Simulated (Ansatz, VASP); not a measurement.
**Cross-check of Al2Pt between VASP and Ansatz**

Wanted: the spread between two codes on one cell, functional and k mesh.

Program: Ansatz 0.2.0. Level of theory: plane waves, with VASP 6.6.1 beside it; single point at PBE. Results are calculated unless marked as measured.

The database entry behind the starting cell differs from later determinations by our own check (0.1 to 0.3 % short, probably kX units), so it need not match the best structure at ambient conditions.

### Step 1. The structure

It takes space group Fm-3m (No. 225, cubic). The conventional cell has a = 5.941 Å, b = 5.941 Å, c = 5.941 Å, α = 90.00°, β = 90.00°, γ = 90.00°. Nearest to Pt lie 8 Al at 2.57 Å. Al has 4 Pt at 2.57 Å nearest. Farther neighbours are not listed.

### Step 2. VASP: single point, PBE

With cell and atoms fixed, the geometry can't cause a difference; cores, projectors, grids and the points listed under the comparison can.

Lines of VASP's logs that name or quote its potential files are left out, and so is its time.

The input, INCAR:

```
SYSTEM = Al2Pt
PREC = Normal
ENCUT = 300
EDIFF = 1E-05
NELM = 120
ISMEAR = 1
SIGMA = 0.2
LREAL = Auto
ALGO = Fast
GGA = PE
NBANDS = 88
LASPH = .TRUE.
LORBIT = 11
LWAVE = .FALSE.
LCHARG = .FALSE.
KPAR = 4
```

The input, POSCAR:

```
Al2Pt
1.0
    0.0000000000      5.9413051650      5.9413051650
    5.9413051650      0.0000000000      5.9413051650
    5.9413051650      5.9413051650      0.0000000000
Pt Al
8 16
Direct
    0.0000000000      0.0000000000      0.0000000000
    0.0000000000      0.0000000000      0.5000000000
    0.0000000000      0.5000000000      0.0000000000
    0.0000000000      0.5000000000      0.5000000000
    0.5000000000      0.0000000000      0.0000000000
    0.5000000000      0.0000000000      0.5000000000
    0.5000000000      0.5000000000      0.0000000000
    0.5000000000      0.5000000000      0.5000000000
    0.3750000000      0.3750000000      0.3750000000
    0.3750000000      0.3750000000      0.8750000000
    0.3750000000      0.8750000000      0.3750000000
    0.3750000000      0.8750000000      0.8750000000
    0.8750000000      0.3750000000      0.3750000000
    0.8750000000      0.3750000000      0.8750000000
    0.8750000000      0.8750000000      0.3750000000
    0.8750000000      0.8750000000      0.8750000000
    0.1250000000      0.1250000000      0.1250000000
    0.1250000000      0.1250000000      0.6250000000
    0.1250000000      0.6250000000      0.1250000000
    0.1250000000      0.6250000000      0.6250000000
    0.6250000000      0.1250000000      0.1250000000
    0.6250000000      0.1250000000      0.6250000000
    0.6250000000      0.6250000000      0.1250000000
    0.6250000000      0.6250000000      0.6250000000
```

The input, KPOINTS:

```
Automatic mesh
0
Gamma
4 4 4
0 0 0
```

The projector-augmented-wave data sets are Pt and Al (PBE family, release 64).

The run is started by

```bash
mpirun -np 4 vasp_std
```

Numbers of over 12 decimals in the logs are rounded to 6 here.

The log of the run:

```text
[banner, memory and clock lines left out]
running    4 mpi-ranks, on    1 nodes
 distrk:  each k-point on    1 cores,    4 groups
 distr:  one band on    1 cores,    1 groups

 POSCAR found type information on POSCAR PtAl
 POSCAR found :  2 types and      24 ions
 LDA part: xc-table for (Slater+PW92), standard interpolation
 POSCAR, INCAR and KPOINTS ok, starting setup
 FFT: planning ... GRIDC
 FFT: planning ... GRID_SOFT
 FFT: planning ... GRID
 WAVECAR not read
 entering main loop
       N       E                     dE             d eps       ncg     rms          rms(c)
DAV:   1     0.338285178997E+03    0.33829E+03   -0.38069E+04  1408   0.803E+02
DAV:   2    -0.112202205771E+03   -0.45049E+03   -0.41608E+03  1672   0.178E+02
DAV:   3    -0.134039564019E+03   -0.21837E+02   -0.21317E+02  1672   0.360E+01
DAV:   4    -0.134340555797E+03   -0.30099E+00   -0.30005E+00  1616   0.477E+00
DAV:   5    -0.134345970991E+03   -0.54152E-02   -0.54130E-02  1648   0.651E-01    0.235E+01
RMM:   6    -0.130667505809E+03    0.36785E+01   -0.19891E+01  1424   0.124E+01    0.614E+00
RMM:   7    -0.130123271701E+03    0.54423E+00   -0.12762E+00  1484   0.304E+00    0.410E+00
RMM:   8    -0.129947276962E+03    0.17599E+00   -0.33002E-01  1523   0.166E+00    0.744E-01
RMM:   9    -0.129944488797E+03    0.27882E-02   -0.77087E-02  1588   0.728E-01    0.498E-01
RMM:  10    -0.129946909252E+03   -0.24205E-02   -0.15132E-02  1568   0.336E-01    0.280E-01
RMM:  11    -0.129947091925E+03   -0.18267E-03   -0.75829E-03  1566   0.234E-01    0.629E-02
RMM:  12    -0.129947055180E+03    0.36745E-04   -0.13895E-03  1644   0.980E-02    0.597E-02
RMM:  13    -0.129947085729E+03   -0.30549E-04   -0.28303E-04  1589   0.418E-02    0.404E-02
RMM:  14    -0.129947061340E+03    0.24389E-04   -0.14453E-04  1566   0.330E-02    0.713E-03
RMM:  15    -0.129947065337E+03   -0.39968E-05   -0.22415E-05  1116   0.122E-02
   1 F= -.12994707E+03 E0= -.12993975E+03  d E =-.219446E-01
```

Parts of OUTCAR (step 2):

```text
ion  position               nearest neighbor table
   1  0.000  0.000  0.000-  16 2.57  17 2.57  15 2.57  12 2.57  14 2.57  18 2.57  19 2.57  21 2.57

  LATTYP: Found a face centered cubic cell.
 ALAT       =    11.8826103300

 Subroutine GETGRP returns: Found 48 space group operations
 (whereof 48 operations were pure point group operations)

The static configuration has the point symmetry O_h .

 Found      8 irreducible k-points:

   k-points           NKPTS =      8   k-points in BZ     NKDIM =      8   number of bands    NBANDS=     88

   dimension x,y,z NGX =    36 NGY =   36 NGZ =   36
   dimension x,y,z NGXF=    72 NGYF=   72 NGZF=   72

   ENCUT  =  300.0 eV  22.05 Ry    4.70 a.u.  11.87 11.87 11.87*2*pi/ulx,y,z

   NELECT =     128.0000    total number of electrons

 k-points in reciprocal lattice and weights: Automatic mesh
   0.00000000  0.00000000  0.00000000       0.016
   0.25000000  0.00000000  0.00000000       0.125
   0.50000000  0.00000000  0.00000000       0.062
   0.25000000  0.25000000  0.00000000       0.094
   0.50000000  0.25000000  0.00000000       0.375
  -0.25000000  0.25000000  0.00000000       0.188
   0.50000000  0.50000000  0.00000000       0.047
  -0.25000000  0.50000000  0.25000000       0.094

 average (electrostatic) potential at core
       1 -66.7598       2 -66.7598       3 -66.7598       4 -66.7598       5 -66.7598
       6 -66.7598       7 -66.7598       8 -66.7598       9 -72.6395      10 -72.6395
      11 -72.6395      12 -72.6395      13 -72.6395      14 -72.6395      15 -72.6395
      16 -72.6395      17 -72.6395      18 -72.6395      19 -72.6395      20 -72.6395
      21 -72.6395      22 -72.6395      23 -72.6395      24 -72.6395

 E-fermi :   7.6854

 k-point     1 :       0.0000    0.0000    0.0000
  band No.  band energies     occupation
    ...
     57       6.1389      2.00000
     58       6.1389      2.00000
     59       6.1389      2.00000
     60       6.1389      2.00000
     61       6.1389      2.00000
     62       8.7308     -0.00000
     63       8.7308     -0.00000
     64       8.7309     -0.00000
     65       8.7309     -0.00000
     66       8.7309     -0.00000
    ...

 k-point     2 :       0.2500    0.0000    0.0000
  band No.  band energies     occupation
    ...
     57       6.2277      2.00000
     58       6.2277      2.00000
     59       6.5785      2.00000
     60       6.5785      2.00000
     61       6.5785      2.00000
     62       7.9826     -0.05654
     63       7.9826     -0.05654
     64       7.9826     -0.05654
     65       8.3272     -0.00006
     66       8.3272     -0.00006
    ...

 k-point     3 :       0.5000    0.0000    0.0000
  band No.  band energies     occupation
    ...
     64       7.4583      2.06814
     65       7.4584      2.06813
     66       7.4584      2.06813
     67       7.4584      2.06813
     68       7.4584      2.06813
     69       9.9733     -0.00000
     70       9.9733     -0.00000
     71       9.9733     -0.00000
     72       9.9733     -0.00000
     73      10.9883     -0.00000
    ...

  Total        0.8854482      0.8854482      0.8854482     -0.0000000      0.0000000      0.0000000
  in kB        3.3821914      3.3821914      3.3821914     -0.0000000      0.0000000      0.0000000
  external PRESSURE =       3.3821914 kB  Pullay stress =       0.0000000 kB

  energy-cutoff  :      300.00
  volume of cell :      419.45
      direct lattice vectors                 reciprocal lattice vectors
     0.000000000  5.941305165  5.941305165    -0.084156593  0.084156593  0.084156593
     5.941305165  0.000000000  5.941305165     0.084156593 -0.084156593  0.084156593
     5.941305165  5.941305165  0.000000000     0.084156593  0.084156593 -0.084156593

 POSITION                                       TOTAL-FORCE (eV/Angst)
 -----------------------------------------------------------------------------------
      0.00000      0.00000      0.00000         0.000000      0.000000      0.000000
      2.97065      2.97065      0.00000         0.000000      0.000000      0.000000
      2.97065      0.00000      2.97065         0.000000      0.000000      0.000000
      5.94131      2.97065      2.97065         0.000000      0.000000      0.000000
      0.00000      2.97065      2.97065         0.000000      0.000000      0.000000
      2.97065      5.94131      2.97065         0.000000      0.000000      0.000000
      2.97065      2.97065      5.94131         0.000000      0.000000      0.000000
      5.94131      5.94131      5.94131         0.000000      0.000000      0.000000
      4.45598      4.45598      4.45598        -0.000000     -0.000000     -0.000000
      7.42663      7.42663      4.45598        -0.000000     -0.000000     -0.000000
      7.42663      4.45598      7.42663        -0.000000     -0.000000     -0.000000
     10.39728      7.42663      7.42663        -0.000000     -0.000000     -0.000000
      4.45598      7.42663      7.42663        -0.000000     -0.000000     -0.000000
      7.42663     10.39728      7.42663        -0.000000     -0.000000     -0.000000
      7.42663      7.42663     10.39728        -0.000000     -0.000000     -0.000000
     10.39728     10.39728     10.39728        -0.000000     -0.000000     -0.000000
      1.48533      1.48533      1.48533         0.000000      0.000000      0.000000
      4.45598      4.45598      1.48533         0.000000      0.000000      0.000000
      4.45598      1.48533      4.45598         0.000000      0.000000      0.000000
      7.42663      4.45598      4.45598         0.000000      0.000000      0.000000
      1.48533      4.45598      4.45598         0.000000      0.000000      0.000000
      4.45598      7.42663      4.45598         0.000000      0.000000      0.000000
      4.45598      4.45598      7.42663         0.000000      0.000000      0.000000
      7.42663      7.42663      7.42663         0.000000      0.000000      0.000000
 -----------------------------------------------------------------------------------
    total drift:                                0.000000      0.000000      0.000000

  FREE ENERGIE OF THE ION-ELECTRON SYSTEM (eV)
  ---------------------------------------------------
  free  energy   TOTEN  =      -129.9470653367 eV

  energy  without entropy=     -129.9251207403  energy(sigma->0) =     -129.93975047

 total charge
# of ion       s       p       d       tot
------------------------------------------
    1        0.826   0.706   8.147   9.678
    2        0.826   0.706   8.147   9.678
    3        0.826   0.706   8.147   9.678
    4        0.826   0.706   8.147   9.678
    5        0.826   0.706   8.147   9.678
    6        0.826   0.706   8.147   9.678
    7        0.826   0.706   8.147   9.678
    8        0.826   0.706   8.147   9.678
    9        0.401   0.360   0.000   0.761
   10        0.401   0.360   0.000   0.761
   11        0.401   0.360   0.000   0.761
   12        0.401   0.360   0.000   0.761
   13        0.401   0.360   0.000   0.761
   14        0.401   0.360   0.000   0.761
   15        0.401   0.360   0.000   0.761
   16        0.401   0.360   0.000   0.761
   17        0.401   0.360   0.000   0.761
   18        0.401   0.360   0.000   0.761
   19        0.401   0.360   0.000   0.761
   20        0.401   0.360   0.000   0.761
   21        0.401   0.360   0.000   0.761
   22        0.401   0.360   0.000   0.761
   23        0.401   0.360   0.000   0.761
   24        0.401   0.360   0.000   0.761
--------------------------------------------------
tot         13.025  11.405  65.174  89.604

[... 3 further parts left out ...]
```

The run ends at a pressure of 0.34 GPa.

### Step 3. Ansatz: single point, PBE

Ansatz runs on its default PAW (the set named soft_2) files.

The same cell, functional, mesh and smearing now go to Ansatz, which takes its cutoff from its data sets.

The input, input.yaml:

```yaml
crystal:
  lattice:
    - [0.0, 5.941305165, 5.941305165]
    - [5.941305165, 0.0, 5.941305165]
    - [5.941305165, 5.941305165, 0.0]
  atoms:
    - { symbol: Pt, position: [0.0, 0.0, 0.0] }
    - { symbol: Pt, position: [0.0, 0.0, 0.5] }
    - { symbol: Pt, position: [0.0, 0.5, 0.0] }
    - { symbol: Pt, position: [0.0, 0.5, 0.5] }
    - { symbol: Pt, position: [0.5, 0.0, 0.0] }
    - { symbol: Pt, position: [0.5, 0.0, 0.5] }
    - { symbol: Pt, position: [0.5, 0.5, 0.0] }
    - { symbol: Pt, position: [0.5, 0.5, 0.5] }
    - { symbol: Al, position: [0.375, 0.375, 0.375] }
    - { symbol: Al, position: [0.375, 0.375, 0.875] }
    - { symbol: Al, position: [0.375, 0.875, 0.375] }
    - { symbol: Al, position: [0.375, 0.875, 0.875] }
    - { symbol: Al, position: [0.875, 0.375, 0.375] }
    - { symbol: Al, position: [0.875, 0.375, 0.875] }
    - { symbol: Al, position: [0.875, 0.875, 0.375] }
    - { symbol: Al, position: [0.875, 0.875, 0.875] }
    - { symbol: Al, position: [0.125, 0.125, 0.125] }
    - { symbol: Al, position: [0.125, 0.125, 0.625] }
    - { symbol: Al, position: [0.125, 0.625, 0.125] }
    - { symbol: Al, position: [0.125, 0.625, 0.625] }
    - { symbol: Al, position: [0.625, 0.125, 0.125] }
    - { symbol: Al, position: [0.625, 0.125, 0.625] }
    - { symbol: Al, position: [0.625, 0.625, 0.125] }
    - { symbol: Al, position: [0.625, 0.625, 0.625] }
hamiltonian:
  xc: pbe
  pseudopotentials: { kind: paw }
kpoints:
  mp_grid: { grid: [4, 4, 4] }
scf:
  occupations: { method: methfessel_paxton, width: 0.2 }
  n_extra_bands: 10
output:
  forces: true
  stress: true
  eigenvalues: true
```

The run is started by

```bash
ansatz run input.yaml --threads 8 --pin off --max-ram 18432MiB --backend cpu --events-out ev --progress --plain --runs-dir out
```

The log of the run:

```text
scf.n_extra_bands = 10 over 96 filled bands (N_el = 192.0): the run solves 106 bands
Engine: ansatz 0.2.0, aarch64-unknown-linux-gnu
Pseudopotentials: kind: paw
Pseudopotential: Pt, paw, valence charge 18, recommended cutoff 420 eV (normal), Pt.paw.azcp
Pseudopotential: Al, paw, valence charge 3, recommended cutoff 420 eV (normal), Al.paw.azcp
Functional definition: PBE
  parameter kappa = 0.804
  parameter beta = 0.066725
  exchange = pbe_x(kappa = kappa, mu = beta*pi^2/3)
  correlation = pbe_c(beta = beta)
Crystal: 24 atoms, lattice volume = 419.446 Å³
Basis set: ecut = 420 eV, 8099 PW (Γ), exchange–correlation on 120×120×120 points (8 copies of the dense FFT grid, shifted against one another)
Bands: 106, of which v1, the nominal top of the filled ones, is band 96 counted from 1 (95 counted from 0)
Symmetry: 384 space group operations
Space group: Fm-3m (ITA 225), of the structure as read, at distance tolerance 7.5e-5 Å
k-points: 8 of 64
Non-local potential: Pt, projectors of the file, l = 0: 3, l = 1: 2, l = 2: 2, l = 3: 1
Non-local potential: Al, projectors of the file, l = 0: 2, l = 1: 2, l = 2: 1
PAW form: soft (Blöchl's): semilocal exchange-correlation on the pseudo side does not see the compensation charge
PAW one-centre angular grid: Pt, 590 points (default); XC on 64 Gauss nodes
PAW one-centre angular grid: Al, 110 points (default); XC on 64 Gauss nodes
Initial density: superposition of atomic densities (neutral atoms: chi_scale 0, normalization atom), corrected by the library's trained network
Initial wavefunctions: pseudopotential atomic-orbital guess
Functional: x = pbe(κ = 0.804, μ = 0.219515), c = pbe(β = 0.066725)
SCF iter   1: F=—  HF=-108805.234111 eV  |F-HF|=—  |Δ(HF+E_count)|=         —  Δρ=1.42e-3  dr2=7.51e-3  ethr=1.77e-3  ⟨swp⟩=6.1  Hψ=3263  notcnv=0
preconditioner: auto → Kerker (q_TF=auto, 2.395 Å⁻¹)  [metal: Δε(μ)=0.101 eV  Ē_g=5.753 eV  σ=0.200 eV  W_gap=0.40  n_scr=112 (ndim 8)  ℏωp=20.5 eV  f_vac=0.002  D(μ)=13.53/eV (n_scr^D=112)]
SCF iter   2: F=—  HF=-108805.236837 eV  |F-HF|=—  |Δ(HF+E_count)|=   2.73e-3  S|Δr|=    0.00e0  Δρ=7.49e-4  dr2=1.65e-3  ethr=3.91e-6  ⟨swp⟩=2.1  Hψ=1541  notcnv=0
SCF iter   3: F=—  HF=-108805.237574 eV  |F-HF|=—  |Δ(HF+E_count)|=   7.37e-4  S|Δr|=    0.00e0  Δρ=1.64e-4  dr2=1.39e-4  ethr=8.61e-7  ⟨swp⟩=2.2  Hψ=1239  notcnv=0
SCF iter   4: F=—  HF=-108805.237602 eV  |F-HF|=—  |Δ(HF+E_count)|=   2.76e-5  S|Δr|=    0.00e0  Δρ=5.55e-5  dr2=1.01e-5  ethr=7.25e-8  ⟨swp⟩=2.0  Hψ=1345  notcnv=0
SCF iter   5: F=—  HF=-108805.237843 eV  |F-HF|=—  |Δ(HF+E_count)|=   2.41e-4  S|Δr|=    0.00e0  Δρ=1.45e-5  dr2=9.25e-7  ethr=5.24e-9  ⟨swp⟩=2.1  Hψ=1379  notcnv=0
SCF iter   6: F=-108805.237843 eV  HF=-108805.237843 eV  |F-HF|=1.50e-8  |Δ(HF+E_count)|=   6.45e-8  S|Δr|=    0.00e0  Δρ=2.82e-6  dr2=3.72e-8  ethr=5.21e-11  ⟨swp⟩=9.6  Hψ=3536  notcnv=0
SCF 1 converged in 6 iterations: F = -108805.237843 eV  dr2 = 3.72e-8
  greatest PAW one-centre occupation: 1.000 electrons in one spin orbital (limit 2), on the Pt atom at site 7 (counted from 0), in its partial waves of l = 0
SCF converged after 6 iterations
Stability not checked: this state was not tested for a lower state beside it, because cold or Methfessel-Paxton smearing, or corrected tetrahedra, fill the levels in a way that the test cannot read (fill_not_monotonic; see scf.lower_state_search)
Free energy (F): -108805.237843 eV
Harris-Foulkes:  -108805.237843 eV  (|F-HF|=1.50e-8)
Internal energy: -108805.216295 eV  (E = F + TS)
E sigma→0 (E₀):  -108805.232456 eV
Entropy (-TS):   -0.021548 eV (-0.898 meV/atom)
Fermi energy:    11.125754 eV
--- Per-component energies (eV) ---
  E_band       = -2524.151128
  E_kinetic    = 5489.078525
  E_local      = -21744.554752  (includes V_loc(G=0)·N_el)
  E_nonlocal   = 1739.397000
  E_hartree    = 8635.717986
  E_xc         = -2744.892359
  E_vxc        = -2905.836547  (∫ρ·V_xc dr)
  E_paw        = -83109.166313  (= ΣΔE_a)
  E_vpaw       = -2373.695398  (= ΣTr[D̂ρ^β])
  E_aug_tail   = 0.001486  (compensation charges beyond the density's cutoff)
  E_ewald      = -17070.797868
  E_smearing   = -0.021548  (= −TS)
  E_closure    = -0.000000  (closes the sum)
  Σ components = -108805.237843   (vs F -108805.237843, Δ=0.00e0)
--- Forces (eV/Å), atoms counted from 1 ---
  atom   1  Pt     0.00000000     0.00000000     0.00000000
  atom   2  Pt     0.00000000    -0.00000000     0.00000000
  atom   3  Pt     0.00000000     0.00000000     0.00000000
  atom   4  Pt     0.00000000     0.00000000    -0.00000000
  atom   5  Pt     0.00000000    -0.00000000    -0.00000000
  atom   6  Pt     0.00000000    -0.00000000    -0.00000000
  atom   7  Pt     0.00000000     0.00000000     0.00000000
  atom   8  Pt     0.00000000    -0.00000000    -0.00000000
  atom   9  Al     0.00000000     0.00000000    -0.00000000
  atom  10  Al     0.00000000     0.00000000    -0.00000000
  atom  11  Al     0.00000000     0.00000000     0.00000000
  atom  12  Al     0.00000000     0.00000000     0.00000000
  atom  13  Al    -0.00000000    -0.00000000     0.00000000
  atom  14  Al    -0.00000000    -0.00000000     0.00000000
  atom  15  Al     0.00000000    -0.00000000     0.00000000
  atom  16  Al    -0.00000000    -0.00000000     0.00000000
  atom  17  Al    -0.00000000    -0.00000000     0.00000000
  atom  18  Al    -0.00000000    -0.00000000     0.00000000
  atom  19  Al     0.00000000    -0.00000000     0.00000000
  atom  20  Al     0.00000000    -0.00000000     0.00000000
  atom  21  Al    -0.00000000     0.00000000    -0.00000000
  atom  22  Al    -0.00000000     0.00000000    -0.00000000
  atom  23  Al    -0.00000000     0.00000000    -0.00000000
  atom  24  Al    -0.00000000     0.00000000    -0.00000000
  max |Σ_I F_I| component: 3.25e-17 eV/Å
--- Stress (GPa, compression-positive) ---
        0.328763       0.000000       0.000000
        0.000000       0.328763       0.000000
       -0.000000      -0.000000       0.328763
  P = ⅓ Tr σ = 0.3288 GPa (3.288 kbar)
--- Band table (eV; the first three rows and the last of 8) ---
  k-point 0: bands = [... 92 lower, 9.5831, 12.1711, 12.1711, 12.1711, 12.1711, 12.1711, 12.1711, 12.1711, ... 6 higher]
  k-point 1: bands = [... 92 lower, 10.0213, 11.4233, 11.4233, 11.4233, 11.7678, 11.7678, 11.7678, 12.5352, ... 6 higher]
  k-point 2: bands = [... 92 lower, 10.2811, 10.2811, 10.8998, 10.8998, 10.8998, 10.8998, 10.8998, 10.8998, ... 6 higher]
  k-point 7: bands = [... 92 lower, 10.9709, 10.9709, 10.9709, 10.9709, 10.9963, 10.9963, 10.9963, 10.9963, ... 6 higher]
```

It took 6.3 s on 8 threads of Arm Neoverse N1, shared host; peak memory 2 GiB; 44 s of CPU time.

Reading the cycles: dr2 is the Hartree energy of the density residual (eV), the measure of convergence; HF is the Harris–Foulkes estimate of the energy, which meets the free energy F at convergence.

The run ends at a pressure of 0.33 GPa.

### Step 4. Side by side

Known differences besides the potentials themselves: the data sets hold 192 valence electrons in Ansatz (default PAW (the set named soft_2) files) and 128 in VASP; the cutoff is 420 eV in Ansatz and 300 eV in VASP (PREC = Normal, projectors in real space). Total energies have different zeros and are not compared.

Both answers:

| quantity | Ansatz | VASP | difference |
| --- | --- | --- | --- |
| pressure (GPa) | 0.33 | 0.34 | -0.01 |
| pressure without Ansatz's Pulay correction (GPa) | 0.27 | 0.34 | -0.07 |

Ansatz's pressure holds a Pulay correction of 0.06 GPa; VASP's holds none.

### Step 5. Results

```
difference in pressure (single point, PBE) : -0.0095 GPa
```

The difference in pressure is -0.0095 GPa (single point, PBE), within the 1 GPa picked in this series as the mark of a large difference. Such differences can come from data sets, numerical settings and the points named under the comparisons, not from the functional's error against experiment.

[Lines on the potential files, build, host, timing and source positions are cut from VASP's logs without a mark.]

[Logs are printed without paths, hosts, clocks, repeated set-up lines and the standing remarks that a program may print on its own settings, such as how far it seeks lower states.]

[Hosts, paths, dates, database ids (printed as entryN), source tags and the programs' standing remarks are cut or masked in the printed files.]
